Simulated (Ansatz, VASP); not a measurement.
## BN: VASP beside Ansatz

```
CELL_PARAMETERS angstrom
0.00000 -1.81239 -1.78829
-1.78829 0.00000 -1.78829
1.78829 1.81239 -3.57658
ATOMIC_POSITIONS crystal
B 0.99840 0.00713 0.00000
B 0.50160 0.49287 0.50000
N 0.37336 0.38230 0.87500
N 0.87664 0.86770 0.37500
```

Change from the starting cell: mode 4 frozen in at -0.017 Å, equal normal strain along x and y -0.0133.

Alike in both runs: task single point; functional PBE; k mesh 6 × 6 × 6; occupations gaussian, width 0.05 eV; no spin polarisation.

|  | VASP | Ansatz |
| --- | --- | --- |
| version | VASP 6.6.1 | Ansatz 0.2.0 |
| potentials or method | VASP PAW PBE potentials, release 64 (B, N) | scalar-relativistic, plane waves, PAW |
| plane-wave cutoff (eV) | 520 | 520 |
| valence electrons in the cell | 16 | 16 |

```tsv
	VASP	Ansatz	Ansatz less VASP
gap on the k mesh at the Fermi level (eV)	4.35	4.36	+0.012
least direct gap on the mesh (eV)	6.27	6.28	+0.014
pressure (GPa)	10.7	10.5	-0.28
largest component of the traceless stress (GPa)	5.63	5.63	-0.002
rms of the force components (eV/Å)	0.103	0.103	+0.0001
```

Atom by atom the forces differ by 0.000 eV/Å (rms over components).

Caveats: the k mesh is coarse (spacing up to 0.48 Å⁻¹), so the values aren't converged. A k mesh can miss the band edges.
